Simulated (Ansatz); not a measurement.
# How far is PAW off for InSb?

```
CELL_PARAMETERS angstrom
5.24986 0.00000 0.00000
0.00000 5.59776 0.00000
0.00000 0.00000 3.06300
ATOMIC_POSITIONS crystal
In 0.00000 0.00000 0.00000
In 0.50000 0.50000 0.00000
Sb 0.50000 0.00000 0.83500
Sb 0.00000 0.50000 0.16500
```

Atoms are numbered in the order listed.

The cell comes from COD entry 1525500, which wasn't checked; take it as a given geometry. The listed cell was then made from it by scaling, straining or moving an atom.

Spin–orbit coupling is left out, though it moves levels of the heavy atoms by tenths of an eV or more.

All numbers are computed: DFT, LDA, PAW with Ansatz's default frozen-core files, scalar-relativistic (Ansatz 0.2.0); DFT, LDA, all-electron PAW with datasets made for the crystal, scalar-relativistic (Ansatz 0.2.0); DFT, LDA, all-electron LAPW, scalar-relativistic (Ansatz 0.2.0).

For PAW: a Γ-centred 6×6×11 k mesh, Fermi–Dirac smearing of 0.08 eV, cutoff 420 eV, no spin polarisation; the PAW files were made with PBE, and the program remakes their frozen cores for this functional. The crystal-made all-electron datasets (AE datasets) take a cutoff of 280 eV at this cell. LAPW targets a basis error of 1 meV/atom. The Ansatz runs share mesh, smearing and spin set-up. Plane-wave (PAW) pressures include the program's estimate of the Pulay term.

Stress and pressure are positive in compression.

The change that made this cell: equal xx and yy strain of -2 %.

No spin–orbit coupling: at heavy atoms the gradients can be off by tens of per cent for that reason.

In a metal, gradients converge slowly with the k mesh: the values move by tens of per cent from one mesh to another, at times in sign, so only the comparison on one mesh counts.

```tsv
quantity	PAW	AE datasets	LAPW
pressure (GPa)	16.87	16.90	16.91
stress xx (GPa)	31.06	31.08	31.08
stress yy (GPa)	13.62	13.65	13.66
stress zz (GPa)	5.95	5.98	5.98
force on In1, z (eV/Å)	0.316	0.316	0.316
force on Sb3, z (eV/Å)	-0.827	-0.828	-0.828
field gradient Vzz at Sb3 (10²¹ V/m²)	?	?	–
```

What belongs in the row "field gradient Vzz at Sb3 (10²¹ V/m²)", column "AE datasets"?

15.07.

Give the missing entry: row "field gradient Vzz at Sb3 (10²¹ V/m²)", column "PAW".

14.96.
